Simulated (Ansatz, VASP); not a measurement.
One calculation of AgCl (Chlorargyrite), two programs

```
CELL_PARAMETERS angstrom
0.00000 2.80534 2.80534
2.80534 0.00000 2.80534
2.80534 2.80534 0.00000
ATOMIC_POSITIONS crystal
Ag 0.00000 0.00000 0.00000
Cl 0.50000 0.50000 0.50000
```

Alike in both runs: functional PBE; k mesh 8 × 8 × 8; occupations gaussian, width 0.02 eV; no spin polarisation.

Ansatz relaxed the structure, and its values are those at the end. VASP's run is a single point on that final structure, the one shown.

|  | VASP | Ansatz |
| --- | --- | --- |
| version | VASP 6.6.1 | Ansatz 0.2.0 |
| potentials or method | VASP PAW PBE potentials, release 64 (Ag, Cl) | scalar-relativistic, plane waves, PAW |
| plane-wave cutoff (eV) | 520 | 420 |
| valence electrons in the cell | 18 | 26 |

|  | VASP | Ansatz | Ansatz less VASP |
| --- | --- | --- | --- |
| gap on the k mesh at the Fermi level (eV) | 0.92 | 0.92 | +0.002 |
| least direct gap on the mesh (eV) | 3.08 | 3.08 | +0.002 |
| pressure (GPa) | -0.1 | 0.0 | +0.13 |

The two sets of potentials don't hold the same shells in valence.

A k mesh can miss the band edges. A hybrid or GW would open this gap; PBE tends to underestimate it.
